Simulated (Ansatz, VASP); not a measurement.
Given: the input of a run of VASP 6.6.1 on TiO2. The cell is a database's computed one, not the measured one.

File INCAR:

```
SYSTEM = TiO2
PREC = Accurate
ENCUT = 600
EDIFF = 1E-6
ISMEAR = -1
SIGMA = 0.05
LREAL = .FALSE.
LASPH = .TRUE.
NELM = 60
ALGO = Normal
ISIF = 3
LWAVE = .FALSE.
LCHARG = .FALSE.
GGA = PS
IBRION = 2
NSW = 60
EDIFFG = -0.01
```

Contents of KPOINTS:

```
Automatic mesh
0
G
  6 6 9
  0 0 0
```

File POSCAR:

```
TiO2
1.0
    4.5998373239      0.0000000000      0.0000000000
    0.0000000000      4.5998373239      0.0000000000
    0.0000000000      0.0000000000      2.9592135600
Ti O
2 4
Direct
    0.0000000000      0.0000000000      0.5000000000
    0.5000000000      0.5000000000      0.0000000000
    0.3043213200      0.3043213200      0.5000000000
    0.1956786800      0.8043213200      0.0000000000
    0.8043213200      0.1956786800      0.0000000000
    0.6956786800      0.6956786800      0.5000000000
```

Potentials or basis: VASP PAW PBE potentials, release 64 (Ti_sv, O).

The run is started by

```sh
$ cat potpaw_PBE.64/Ti_sv/POTCAR potpaw_PBE.64/O/POTCAR > POTCAR
$ mpirun -np 1 vasp_std > vasp.out
```

Problem. What does the same run look like in Ansatz 0.2.0? Potentials or basis there: Ansatz PAW, cutoff 420 eV.

Solution. As run (cutoffs and basis follow the program's own potentials, and thresholds, step limits or extra output files can differ):

The input input.yaml:

```yaml
crystal:
  lattice:
    - [4.5998373239, 0.0, 0.0]
    - [0.0, 4.5998373239, 0.0]
    - [0.0, 0.0, 2.95921356]
  atoms:
    - { symbol: Ti, position: [0.0, 0.0, 0.5] }
    - { symbol: Ti, position: [0.5, 0.5, 0.0] }
    - { symbol: O, position: [0.30432132, 0.30432132, 0.5] }
    - { symbol: O, position: [0.19567868, 0.80432132, 0.0] }
    - { symbol: O, position: [0.80432132, 0.19567868, 0.0] }
    - { symbol: O, position: [0.69567868, 0.69567868, 0.5] }
hamiltonian:
  xc: pbesol
  pseudopotentials: { kind: paw }
kpoints:
  mp_grid: { grid: [6, 6, 9] }
scf:
  occupations: { method: fermi_dirac, width: 0.05 }
output:
  forces: true
  stress: true
  eigenvalues: true
relax:
  f_tol: 0.01
  max_steps: 40
  cell: { stress_tol: 0.05 }
```

Potentials or basis: Ansatz PAW.

Launch:

```sh
$ ansatz run input.yaml --threads 1 --pin off --max-ram 3584MiB --backend cpu --events-out ev --progress --plain --runs-dir out
```

Both were run:

|  | VASP | Ansatz |
| --- | --- | --- |
| Relaxed volume | 10.34 Å³/atom | 10.33 Å³/atom |
| Relaxed cell | a = 4.592 Å, b = 4.592 Å, c = 2.943 Å, α = 90.00°, β = 90.00°, γ = 90.00° | a = 4.591 Å, b = 4.591 Å, c = 2.939 Å, α = 90.00°, β = 90.00°, γ = 90.00° |
| Space group after relaxing | P4_2/mnm (No. 136) | P4_2/mnm (No. 136) |
| Pressure after relaxing | 0.0 GPa | 0.0 GPa |

Ansatz's pressure holds a Pulay term of +0.80 GPa for its cutoff of 420 eV, which the other run lacks.

VASP's potentials were made for PBE. Ansatz's potentials were made for PBE.

Where Ansatz's input types no cutoff or centring, it takes its own default and a Γ-centred mesh.

Pressure is positive in compression.
